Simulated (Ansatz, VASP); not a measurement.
## Ir: VASP beside Ansatz

The input INCAR:

```
SYSTEM = Ir
PREC     = Accurate       ! precision mode
ENCUT    = 520            ! plane-wave cutoff, eV
EDIFF    = 1E-6           ! SCF threshold, eV
ISMEAR   = 0              ! smearing method
SIGMA    = 0.1            ! smearing width, eV
LREAL    = .FALSE.        ! projectors in reciprocal space
LASPH    = .TRUE.         ! aspherical terms in the spheres
NELM     = 60             ! most SCF steps
ALGO     = Normal         ! electronic algorithm
ISIF     = 2              ! what is computed and relaxed
LWAVE    = .FALSE.        ! write WAVECAR
LCHARG   = .FALSE.        ! write CHGCAR
GGA      = PS             ! functional
NBANDS   = 10             ! bands
```

File KPOINTS:

```
regular mesh
0
G
  18 18 18
  0 0 0
```

POSCAR

```
Ir
1.0
    0.0000000000      1.9340923407      1.9340923407
    1.9340923407      0.0000000000      1.9340923407
    1.9340923407      1.9340923407      0.0000000000
Ir
1
Direct
    0.0000000000      0.0000000000      0.0000000000
```

Input for Ansatz:

```yaml
crystal:
  lattice:
    - [0.0, 1.9340923407, 1.9340923407]
    - [1.9340923407, 0.0, 1.9340923407]
    - [1.9340923407, 1.9340923407, 0.0]
  atoms:
    - { symbol: Ir, position: [0.0, 0.0, 0.0] }
basis:
  ecutwfc: 420
kpoints:
  mp_grid: { grid: [18, 18, 18] }
hamiltonian:
  xc: pbesol
scf:
  occupations: { method: gaussian, width: 0.1 }
output:
  forces: true
  stress: true
  eigenvalues: true
```

Alike in both runs: task single point; functional PBEsol; k mesh 18 × 18 × 18; occupations gaussian, width 0.1 eV; no spin polarisation.

|  | VASP | Ansatz |
| --- | --- | --- |
| version | VASP 6.6.1 | Ansatz 0.2.0 |
| potentials or method | VASP PAW PBE potentials, release 64 (Ir) | scalar-relativistic, plane waves, PAW |
| plane-wave cutoff (eV) | 520 | 420 |
| valence electrons in the cell | 9 | 17 |

|  | VASP | Ansatz | Ansatz less VASP |
| --- | --- | --- | --- |
| gap on the k mesh at the Fermi level (eV) | none | none | - |
| pressure (GPa) | -9.8 | -10.6 | -0.79 |

A gap of «none» marks a metal or a gap that the smearing closes. The functional is the same, so the differences come from potentials, cutoffs and numerics. The two sets of potentials don't hold the same shells in valence.

Caveats: the PAW data sets were made with another functional, which shifts forces and pressure a little (VASP). The runs have no spin-orbit coupling, so splittings on Ir are missing.
